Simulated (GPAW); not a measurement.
Wanted: an ASE script for a GPAW 26.7.0 run.

| Property | Result |
| --- | --- |
| Task | equation of state |
| Functional | PBE |
| Potentials or basis | GPAW PAW data sets (gpaw-data 1.2.1) |
| Cutoff | 600 eV |
| Basis | pw |
| k mesh | 6 × 6 × 6 |
| Occupations | fermi-dirac, width 0.05 eV |
| Spin | no spin polarisation |
| Maxiter | 150 |
| Eos scales | [0.94, 0.96, 0.98, 1.0, 1.02, 1.04, 1.06] |

The system is HgTe (Coloradoite).

```xyz
2
Lattice="0.0000 3.2145 3.2145 3.2145 0.0000 3.2145 3.2145 3.2145 0.0000" Properties=species:S:1:pos:R:3 pbc="T T T"
Hg    0.0000    0.0000    0.0000
Te    1.6073    1.6073    1.6073
```

One way to write it, as run:

run.py

```python
from ase.eos import EquationOfState
from ase.io import Trajectory
from ase.spacegroup import crystal
from ase.units import GPa
from gpaw import GPAW, PW

# Hg 4a
# Te 4c
atoms = crystal(['Hg', 'Te'],
                basis=[[0.0, 0.0, 0.0],
                       [0.25, 0.25, 0.25]],
                spacegroup=216, setting=1,  # F-43m
                cellpar=[6.429, 6.429, 6.429, 90.0, 90.0, 90.0],
                primitive_cell=True)

traj = Trajectory('eos.traj', 'w')
volumes, energies = [], []
for x in [0.94, 0.96, 0.98, 1.0, 1.02, 1.04, 1.06]:
    a = atoms.copy()
    a.set_cell(atoms.cell * x**(1 / 3), scale_atoms=True)
    calc = GPAW(mode=PW(600),
                xc='PBE',
                kpts={'size': (6, 6, 6), 'gamma': True},
                occupations={'name': 'fermi-dirac', 'width': 0.05},
                nbands=18,
                convergence={'density': 1e-05, 'energy': 1e-05},
                maxiter=150,
                txt=f'eos-{x:.2f}.txt')
    a.calc = calc
    energies.append(a.get_potential_energy(force_consistent=True))
    volumes.append(a.get_volume())
    p = -a.get_stress()[:3].mean() / GPa
    calc.write(f'eos-{x:.2f}.gpw')
    traj.write(a)
    print(f'{x:.2f} {volumes[-1]:10.4f} A^3 {energies[-1]:14.6f} eV {p:9.3f} GPa', flush=True)

v0, e0, B = EquationOfState(volumes, energies, eos='birchmurnaghan').fit()
print(f'V0 = {v0:.4f} A^3, E0 = {e0:.6f} eV, B0 = {B / GPa:.2f} GPa')
```

Potentials or basis: GPAW PAW data sets (gpaw-data 1.2.1), pw.

The run is started by

```console
$ OMP_NUM_THREADS=1 python run.py
```

Results of the run:

| Item | Value |
| --- | --- |
| Equilibrium volume | 36.79 Å³/atom (rough: see the caveat) |
| Bulk modulus | 35 GPa (rough) |

Caveat: the minimum lies outside the volumes run.

Run time: 58 s on 1 thread of Intel(R) Xeon(R) 6975P-C (Granite Rapids) (shared host), peak memory 0.26 GiB.
